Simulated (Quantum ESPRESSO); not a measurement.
# MnS (Browneite): parallel and opposed starts, part 2 of 2

Wanted: the moments of MnS (Browneite) and the energy of each order that was tried.

Quantum ESPRESSO 7.5; PBE; plane waves with GBRV 1.5 PBE potentials, no spin-orbit coupling.

So far, absolute magnetization (μB): step 2 (run 1 (ferro +)) 4.87.

### Step 4. Run 3 (antiferro q=(0,0,1/2) +−)

This order needs a doubled cell of 4 atoms.

pw.py reads:

```python
from ase import Atoms
from ase.calculators.espresso import Espresso, EspressoProfile

atoms = Atoms(['Mn', 'Mn', 'S', 'S'],
    cell=[[0.0, 2.8, 2.8],
         [2.8, 0.0, 2.8],
         [5.6, 5.6, 0.0]],
    scaled_positions=[[0.0, 0.0, 0.0],
         [0.0, 0.0, 0.5],
         [0.25, 0.25, 0.125],
         [0.25, 0.25, 0.625]],
    pbc=True,
    magmoms=[4.5, -4.5, 0.0, 0.0])
input_data = {
    'control': {'calculation': 'scf', 'prefix': 'pwscf', 'outdir': './tmp', 'disk_io': 'nowf'},
    'system': {'ecutwfc': 40.0, 'ecutrho': 280.0, 'nbnd': 30, 'occupations': 'smearing', 'smearing': 'fd', 'degauss': 0.00734986, 'nspin': 2},
    'electrons': {'conv_thr': 8e-09, 'electron_maxstep': 150, 'mixing_beta': 0.3},
}
atoms.calc = Espresso(
    profile=EspressoProfile(command='mpirun -n 2 pw.x -nk 2', pseudo_dir='pseudo'),
    pseudopotentials={'Mn': 'mn_pbe_v1.5.uspp.F.UPF', 'S': 's_pbe_v1.4.uspp.F.UPF'},
    input_data=input_data,
    kpts=(6, 6, 3),
    koffset=(0, 0, 0))
atoms.get_potential_energy()
energy = atoms.calc.results['free_energy']
print(f'free energy: {energy:.6f} eV')
print('site moments (muB):', atoms.get_magnetic_moments().round(3))
```

Command:

```console
$ OMP_NUM_THREADS=1 python3 pw.py > pw.log
```

What it wrote:

```text
     [... lines left out ...]
free energy: -6405.472361 eV
site moments (muB): [ 4.027 -4.027  0.056 -0.056]
--- espresso.pwo ---
Program PWSCF v.7.5 starts
     [... lines left out ...]
     number of atoms/cell      =            4
     [... lines left out ...]
     number of electrons       =        42.00
     number of Kohn-Sham states=           30
     kinetic-energy cutoff     =      40.0000  Ry
     charge density cutoff     =     280.0000  Ry
     scf convergence threshold =      8.0E-09
     [... lines left out ...]
      6 Sym. Ops. (no inversion) found
     [... lines left out ...]
     number of k points=    16  Fermi-Dirac smearing, width (Ry)=  0.0073
     [... lines left out ...]
     iteration # 12     ecut=    40.00 Ry     beta= 0.30
     [... lines left out ...]
     Magnetic moment per site  (integrated on atomic sphere of radius R)
     atom   1 (R=0.253)  charge= 12.9508  magn=  4.0266
     atom   2 (R=0.253)  charge= 12.9508  magn= -4.0266
     atom   3 (R=0.253)  charge=  4.2052  magn=  0.0557
     atom   4 (R=0.253)  charge=  4.2052  magn= -0.0557
     [... lines left out ...]
     the Fermi energy is     7.3836 ev
!    total energy              =    -470.79357615 Ry
     estimated scf accuracy    <          2.1E-09 Ry
     smearing contrib. (-TS)   =      -0.00026594 Ry
     [... lines left out ...]
     total magnetization       =    -0.00 Bohr mag/cell
     absolute magnetization    =     9.17 Bohr mag/cell
     convergence has been achieved in  12 iterations
```

The job ended after 58 s (2 MPI ranks of Intel Xeon Platinum 8175M at 2.50GHz (Skylake/Cascade Lake), shared host; peak memory 0.41 GiB; 1.9 min of CPU time).

Spin moment in the atom's sphere by atom:

| atom | spin moment in the atom's sphere (μB) |
| --- | --- |
| Mn1 | 4.03 |
| Mn2 | -4.03 |
| S3 | 0.06 |
| S4 | -0.06 |

Numbers from this step:

```
smearing term TS       : 0.003618 eV
magnetization          : 0 μB
absolute magnetization : 9.17 μB
final state            : antiferromagnetic
```

### Step 5. Run 4, typed as no spin polarisation

pw.py reads:

```python
from ase import Atoms
from ase.calculators.espresso import Espresso, EspressoProfile

atoms = Atoms(['Mn', 'S'],
    cell=[[0.0, 2.8, 2.8],
         [2.8, 0.0, 2.8],
         [2.8, 2.8, 0.0]],
    scaled_positions=[[0.0, 0.0, 0.0],
         [0.25, 0.25, 0.25]],
    pbc=True)
input_data = {
    'control': {'calculation': 'scf', 'prefix': 'pwscf', 'outdir': './tmp', 'disk_io': 'nowf'},
    'system': {'ecutwfc': 40.0, 'ecutrho': 280.0, 'nbnd': 17, 'occupations': 'smearing', 'smearing': 'fd', 'degauss': 0.00734986},
    'electrons': {'conv_thr': 4e-09, 'electron_maxstep': 150, 'mixing_beta': 0.3},
}
atoms.calc = Espresso(
    profile=EspressoProfile(command='mpirun -n 2 pw.x -nk 2', pseudo_dir='pseudo'),
    pseudopotentials={'Mn': 'mn_pbe_v1.5.uspp.F.UPF', 'S': 's_pbe_v1.4.uspp.F.UPF'},
    input_data=input_data,
    kpts=(6, 6, 6),
    koffset=(0, 0, 0))
atoms.get_potential_energy()
energy = atoms.calc.results['free_energy']
print(f'free energy: {energy:.6f} eV')
```

Command:

```console
$ OMP_NUM_THREADS=1 python3 pw.py > pw.log
```

What it wrote:

```text
     [... lines left out ...]
free energy: -3200.934577 eV
--- espresso.pwo ---
Program PWSCF v.7.5 starts
     [... lines left out ...]
     number of atoms/cell      =            2
     [... lines left out ...]
     number of electrons       =        21.00
     number of Kohn-Sham states=           17
     kinetic-energy cutoff     =      40.0000  Ry
     charge density cutoff     =     280.0000  Ry
     scf convergence threshold =      4.0E-09
     [... lines left out ...]
     24 Sym. Ops. (no inversion) found
     [... lines left out ...]
     number of k points=    16  Fermi-Dirac smearing, width (Ry)=  0.0073
     [... lines left out ...]
     iteration # 12     ecut=    40.00 Ry     beta= 0.30
     [... lines left out ...]
     the Fermi energy is     6.7580 ev
!    total energy              =    -235.26437267 Ry
     estimated scf accuracy    <          3.2E-10 Ry
     smearing contrib. (-TS)   =      -0.00958470 Ry
     [... lines left out ...]
     convergence has been achieved in  12 iterations
```

It took 12 s on 2 MPI ranks; peak memory 0.28 GiB; 21 s of CPU time.

Read from the output:

* smearing term TS: 0.1304 eV
* final state: non-magnetic (no spin polarisation)

### Step 6. An input with a fault

One input was spoiled on purpose, to see how the program answers.

pw.in reads:

```
&CONTROL
  calculation = 'scf'
  prefix = 'pwscf'
  outdir = './tmp'
  pseudo_dir = './pseudo'
  disk_io = 'nowf'
/
&SYSTEM
  ibrav = 0
  nat = 2
  ntyp = 2
  ecutwfc = 40
  ecutrho = 280
  nbnd = 19
  occupations = 'smearing'
  smearing = 'fd'
  degauss = 0.00734986
  nspin = 2
  starting_magnetization(1) = 0.3
  starting_magnetization(2) = 0
&ELECTRONS
  conv_thr = 4d-09
  electron_maxstep = 75
  mixing_beta = 0.3
/
ATOMIC_SPECIES
Mn     54.9380 mn_pbe_v1.5.uspp.F.UPF
S      32.0600 s_pbe_v1.4.uspp.F.UPF
CELL_PARAMETERS angstrom
   0.0000000000    2.8000000000    2.8000000000
   2.8000000000    0.0000000000    2.8000000000
   2.8000000000    2.8000000000    0.0000000000
ATOMIC_POSITIONS crystal
Mn      0.0000000000    0.0000000000    0.0000000000
S       0.2500000000    0.2500000000    0.2500000000
K_POINTS automatic
6 6 6 0 0 0
```

Command:

```console
$ OMP_NUM_THREADS=1 mpirun -n 2 pw.x -nk 2 -in pw.in > pw.out
```

What it wrote:

```text
     [... lines left out ...]
Program PWSCF v.7.5 starts
     Error in routine  read_namelists (1):
      bad line in namelist &system: "&ELECTRONS" (error could be in the previous line)
 %%%%%%%%%%%%%%%%%%%%%%%%%%%%%%%%%%%%%%%%%%%%%%%%%%%%%%%%%%%%%%%%%%%%%%%%%%%%%%
     stopping ...
```

Run time: 0.79 s. Hardware: 2 MPI ranks; peak memory 0.05 GiB.

The input was rejected at the start.

The program's message: “read_namelists (1): bad line in namelist &system: "&ELECTRONS" (error could be in the previous line)”

The fault put into the input: a namelist without its slash.

### Step 7. Ranking

An order is kept where moments of 0.15 μB or more survive with the typed signs; meshes match where a doubled cell samples the same k points as the first cell.

Orders:

| start | final state | typed order kept | energy over the lowest (meV a seeded atom) | largest site moment (μB) | net moment (μB a cell of the first run) | mesh matched | CPU time (s) |
| --- | --- | --- | --- | --- | --- | --- | --- |
| ferro + | ferromagnetic | yes | 279.3 | 4.136 | 4.867 | yes | 30.28 |
| antiferro q=(0,1/2,1/2) +- | antiferromagnetic | yes | 0 | 3.986 | 0 | yes | 214.7 |
| antiferro q=(0,0,1/2) +- | antiferromagnetic | yes | 63.98 | 4.027 | 0 | yes | 114.8 |
| no spin polarisation | non-magnetic | - | 1866 | 0 | 0 | yes | 21.47 |

### Step 8. Couplings from the energies

E = −Σ J e·e over ordered pairs of unit vectors, so each pair counts twice. As many shells are taken as there are differences of energy, so the couplings are solved for and no residual tests the model; further shells are folded in, and shells whose pairs keep their relative signs in all orders cancel and are not probed. Couplings from the energies:

| pair | distance (Å) | neighbours an atom | J (meV) |
| --- | --- | --- | --- |
| Mn-Mn | 3.96 | 12 | -17.46 |
| Mn-Mn | 5.6 | 6 | -0.4874 |

### Step 9. What came out

```json
{"lowest state found": "antiferromagnetic (from antiferro q=(0,1/2,1/2) +-)", "largest site moment": "3.99 μB", "next state with moments": "antiferromagnetic, 64.0 meV a seeded atom higher", "state without moments": "1866 meV a seeded atom higher", "J of the weightiest shell (Mn-Mn, 3.96 Å; E = −Σ J e·e, ordered pairs)": "-17.5 meV"}
```

Forming the moments gains more than four times the spread of the orders, as local moments do. The largest moment changes by 3.6 % between the kept orders, as for well localised moments. This is the lowest of 4 collinear or spinless starts, no proof of the ground state. Energies are free energies at an electronic temperature of 1160 K, which lowers moments and differences where the moments are itinerant. No Hubbard term acts here. In such compounds local and semilocal functionals without one often delocalise the d electrons, and can shrink or lose moments and miss the size, sign and order of the couplings.

[Logs and program files are shortened in this print: banners, set-up blocks, solver, clock and traceback lines can be left out without a mark of their own.]

[Logs are printed without paths, hosts, clocks, repeated set-up lines and the standing remarks that a program may print on its own settings, such as how far it seeks lower states.]

[Hosts, paths, dates, database ids (printed as entryN), source tags and the programs' standing remarks are cut or masked in the printed files.]

[Where a cell is said to come from a database of computed structures, the database is the Materials Project.]
